**PBE bulk moduli of nine cubic crystals: which errors follow the volume error**

The table lists bulk moduli from equation-of-state fits with Quantum ESPRESSO 7.5 (PBE, no spin-orbit coupling) beside measured values. The program carries each computed modulus from the PBE minimum V₀ to the given cell with the Murnaghan relation B(V) = B₀(V₀/V)^B′, using V₀ and B′ of the same runs and no parameter adjusted to experiment, and checks the result against the computed stresses. For Ge, ZnS, GaP, BAs and Al the mean absolute error relative to measurement falls from 12.0% to 0.7%. PbS (+22.4%), W (+6.4%), Ta (+6.0%) and BN (−7.1%) break the rule at the given cell. The output also gives the volume change each crystal would need to reach its measured modulus, rank correlations and the rounding of each row.

Quantum ESPRESSO 7.5, PBE, for nine cubic crystals, without spin polarisation or spin-orbit coupling and with Fermi-Dirac smearing of 0.05 eV. The computed bulk modulus is the value at the energy minimum of an equation of state fitted to the energies at seven volumes, from 6% below to 6% above that of the given cell.

## Script

```python
# Table: bulk modulus B0 of nine crystals from equation-of-state fits, Quantum ESPRESSO 7.5, PBE,
# no spin-orbit coupling, against measured values. Tested: whether the error in B follows the
# volume error, B(V) = B0 (V0/V)^B' (no fitted parameter), and which rows break that rule.
T = {
    'formula': ['PbS', 'Ge', 'ZnS', 'Al', 'GaP', 'BAs', 'Ta', 'W', 'BN'],
    'sg': ['Fm-3m', 'Fd-3m', 'F-43m', 'Fm-3m', 'F-43m', 'F-43m', 'Im-3m', 'Im-3m', 'F-43m'],
    'vol': [26.09, 22.64, 19.73, 16.6, 20.24, 13.63, 18.01, 15.85, 5.96],  # Å³/atom
    'pot': ['SSSP 1.3 efficiency PBE', 'SSSP 1.3 efficiency PBE', 'SSSP 1.3 efficiency PBE', 'SSSP 1.3 efficiency PBE', 'SSSP 1.3 efficiency PBE', 'SSSP 1.3 efficiency PBE', 'SSSP 1.3 efficiency PBE', 'SSSP 1.3 efficiency PBE', 'SSSP 1.3 efficiency PBE'],
    'cut': [748.3, 748.3, 748.3, 748.3, 952.4, 748.3, 748.3, 748.3, 816.3],  # eV
    'k': ['8x8x8', '8x8x8', '9x9x9', '11x11x11', '8x8x8', '10x10x10', '11x11x11', '12x12x12', '13x13x13'],
    'y': [53.1, 57.9, 69.3, 79.4, 76.8, 132.0, 195.1, 303.1, 371.5],  # GPa
    'measured': [51.0, 75.8, 76.9, 76.9, 87.5, 148.0, 194.0, 307.0, 395.0],  # GPa
    'm_range': ['one value', 'one value', 'one value', 'one value', 'one value', 'one value', '194 to 198', 'one value', '395 to 400'],  # GPa
    'm_what': ['b0 from Birch-Murnaghan EOS fit; angle-dispersive powder XRD in DAC; powder', 'bulk modulus of bulk Ge; not stated; bulk crystal', 'B0; experimental value quoted from literature; bulk crystal', 'bulk modulus; literature experiment; bulk crystal', "zero-pressure bulk modulus, 3rd-order Birch-Murnaghan fit with K' fixed at 4.5; single-crystal XRD in diamond anvil cell; bulk crystal", 'literature experimental value; not stated; bulk crystal', 'experimental value at ambient conditions; not stated; bulk crystal', 'isotropic polycrystalline bulk modulus K, bounded above by the literature value in the fit; surface Brillouin spectroscopy; bulk crystal', 'isothermal B0, Vinet fit; equation-of-state measurement; bulk crystal'],
    'source': ['arXiv:cond-mat/0210013 (2002)', 'arXiv:1908.00180 (2019)', 'arXiv:0911.5022 (2009)', 'pmc:3831299 (2013)', 'arXiv:1709.06667 (2017)', 'arXiv:1911.11281 (2019)', 'arXiv:1910.08312 (2019)', 'arXiv:1710.07581 (2017)', 'arXiv:1208.3664 (2012)'],
    'err': [4.1, -23.6, -9.9, 3.3, -12.2, -10.8, 0.6, -1.3, -5.9],  # %
}
import numpy as np
from scipy.stats import spearmanr
# Further outputs of the same runs: V0 (A^3/atom), B', pressure (GPa) at 0.98, 1.00, 1.02 of the cell
X = {'PbS': (27.13006, 4.147629, 3.471739, 2.162149, 0.97945),
     'Ge': (23.89517, 4.847423, 5.138594, 3.583674, 2.185275),
     'ZnS': (20.1961, 4.399928, 3.288637, 1.666257, 0.20959),
     'Al': (16.5004, 4.504984, 1.148303, -0.48654, -1.950605),
     'GaP': (20.87553, 4.523944, 4.247717, 2.394985, 0.73083),
     'BAs': (13.9728, 4.115123, 6.508616, 3.435522, 0.65682),
     'Ta': (18.23037, 4.357092, 6.715411, 2.386053, -1.506089),
     'W': (16.16007, 3.842262, 12.93137, 6.079545, -0.15132),
     'BN': (5.939393, 3.65531, 5.924292, -1.760969, -8.758045)}
f = list(T['formula'])
V, B, M, E = (np.array(T[k], float) for k in ('vol', 'y', 'measured', 'err'))
V0, Bp, pa, pc, pb = np.array([X[n] for n in f]).T
ix = {n: i for i, n in enumerate(f)}
ex = 100 * (V0 / V - 1)
Bc = B * (V0 / V) ** Bp              # B carried to the listed cell
Bs = (pa - pb) / 0.04                # -V dP/dV from stresses at the listed cell
pred = 100 * (B / Bc - 1)
left, lefts = 100 * (Bc / M - 1), 100 * (Bs / M - 1)
need = 100 * ((M / B) ** (1 / Bp) - 1)
rnd = 100 * (np.where(M == np.round(M), 0.5, 0.05) / M + 0.05 / B + Bp * 0.005 / V)
print("row  V0/cell-1 %  linear %   B'  P(cell) GPa  err %  err from volume %")
for i, n in enumerate(f):
    lin = 100 * ((V0[i] / V[i]) ** (1 / 3) - 1)
    print(f"{n:4s} {ex[i]:8.1f} {lin:10.1f} {Bp[i]:7.2f} {pc[i]:8.2f} {E[i]:9.1f} {pred[i]:9.1f}")
print("B at the listed cell (GPa) and its excess over measured (%)")
print("row  formula  stresses  measured  excess  excess(stress)  rounding")
for i, n in enumerate(f):
    print(f"{n:4s} {Bc[i]:7.1f} {Bs[i]:8.1f} {M[i]:9.1f} {left[i]:8.1f} {lefts[i]:10.1f} {rnd[i]:11.1f}")
print("V0/V-1 (%) needed to reach measured B, against that of the cell")
for i, n in enumerate(f):
    print(f"{n:4s} needed {need[i]:5.1f}   cell {ex[i]:5.1f}")
tet = [ix[n] for n in ('Ge', 'ZnS', 'GaP', 'BAs', 'BN')]
met = [ix[n] for n in ('Al', 'Ta', 'W')]
fit = [ix[n] for n in ('Ge', 'ZnS', 'GaP', 'BAs', 'Al')]
rt, ra = spearmanr(ex[tet], E[tet])[0], spearmanr(ex, E)[0]
print(f"mean err %: tetrahedral {E[tet].mean():.1f}, metals {E[met].mean():.1f}, all {E.mean():.1f}")
print(f"rank correlation err vs expansion: tetrahedral {rt:.2f}, all {ra:.2f}")
print(f"rank correlation err vs measured B, all: {spearmanr(M, E)[0]:.2f}")
print(f"mean |error| %, all: at V0 {abs(E).mean():.1f}, at cell {abs(left).mean():.1f}")
print(f"Ge ZnS GaP BAs Al: at V0 {abs(E[fit]).mean():.1f}, at cell {abs(left[fit]).mean():.1f}, "
      f"largest {abs(left[fit]).max():.1f}")
print("largest excess at cell %:", ", ".join(f"{f[i]} {left[i]:+.1f}" for i in np.argsort(-abs(left))[:4]))
print("worse at cell than at V0:", ", ".join(n for i, n in enumerate(f) if abs(left[i]) > abs(E[i])))
for n in ('Ta', 'BN'):
    i = ix[n]
    hi = float(T['m_range'][i].split()[-1])
    print(f"{n} vs top of range {hi:.0f} GPa: at V0 {100*(B[i]/hi-1):+.1f} %, at cell {100*(Bc[i]/hi-1):+.1f} %")
# Ge: last two volumes and pressures of the same run
v6, v7, p6, p7, g = 23.54457, 23.99735, 0.90168, -0.24848, ix['Ge']
vm = (v6 + v7) / 2
print(f"Ge B at V0: stresses {vm*(p6-p7)/(v7-v6)*(vm/V0[g])**Bp[g]:.1f} GPa, energy fit {B[g]:.1f} GPa")
print(f"Ge pressure per 1% compression: computed {B[g]/100:.2f}, measured {M[g]/100:.2f} GPa")
assert (E[tet] < 0).all() and rt < -0.99
assert abs(left[fit]).max() < 2
assert left[ix['PbS']] > 15 and min(left[ix['Ta']], left[ix['W']]) > 4 and left[ix['BN']] < -4
assert abs(Bs / Bc - 1).max() < 0.03
```

Output:

```
row  V0/cell-1 %  linear %   B'  P(cell) GPa  err %  err from volume %
PbS       4.0        1.3    4.15     2.16       4.1     -15.0
Ge        5.5        1.8    4.85     3.58     -23.6     -23.0
ZnS       2.4        0.8    4.40     1.67      -9.9      -9.8
Al       -0.6       -0.2    4.50    -0.49       3.3       2.7
GaP       3.1        1.0    4.52     2.39     -12.2     -13.1
BAs       2.5        0.8    4.12     3.44     -10.8      -9.7
Ta        1.2        0.4    4.36     2.39       0.6      -5.2
W         2.0        0.6    3.84     6.08      -1.3      -7.2
BN       -0.3       -0.1    3.66    -1.76      -5.9       1.3
B at the listed cell (GPa) and its excess over measured (%)
row  formula  stresses  measured  excess  excess(stress)  rounding
PbS     62.4     62.3      51.0     22.4       22.2         1.2
Ge      75.2     73.8      75.8     -0.8       -2.6         0.3
ZnS     76.8     77.0      76.9     -0.1        0.1         0.2
Al      77.3     77.5      76.9      0.5        0.7         0.3
GaP     88.3     87.9      87.5      0.9        0.5         0.2
BAs    146.2    146.3     148.0     -1.2       -1.2         0.5
Ta     205.7    205.5     194.0      6.0        5.9         0.4
W      326.5    327.1     307.0      6.4        6.5         0.3
BN     366.8    367.1     395.0     -7.1       -7.1         0.4
V0/V-1 (%) needed to reach measured B, against that of the cell
PbS  needed  -1.0   cell   4.0
Ge   needed   5.7   cell   5.5
ZnS  needed   2.4   cell   2.4
Al   needed  -0.7   cell  -0.6
GaP  needed   2.9   cell   3.1
BAs  needed   2.8   cell   2.5
Ta   needed  -0.1   cell   1.2
W    needed   0.3   cell   2.0
BN   needed   1.7   cell  -0.3
mean err %: tetrahedral -12.5, metals 0.9, all -6.2
rank correlation err vs expansion: tetrahedral -1.00, all -0.48
rank correlation err vs measured B, all: -0.03
mean |error| %, all: at V0 8.0, at cell 5.1
Ge ZnS GaP BAs Al: at V0 12.0, at cell 0.7, largest 1.2
largest excess at cell %: PbS +22.4, BN -7.1, W +6.4, Ta +6.0
worse at cell than at V0: PbS, Ta, W, BN
Ta vs top of range 198 GPa: at V0 -1.5 %, at cell +3.9 %
BN vs top of range 400 GPa: at V0 -7.1 %, at cell -8.3 %
Ge B at V0: stresses 58.9 GPa, energy fit 57.9 GPa
Ge pressure per 1% compression: computed 0.58, measured 0.76 GPa
```
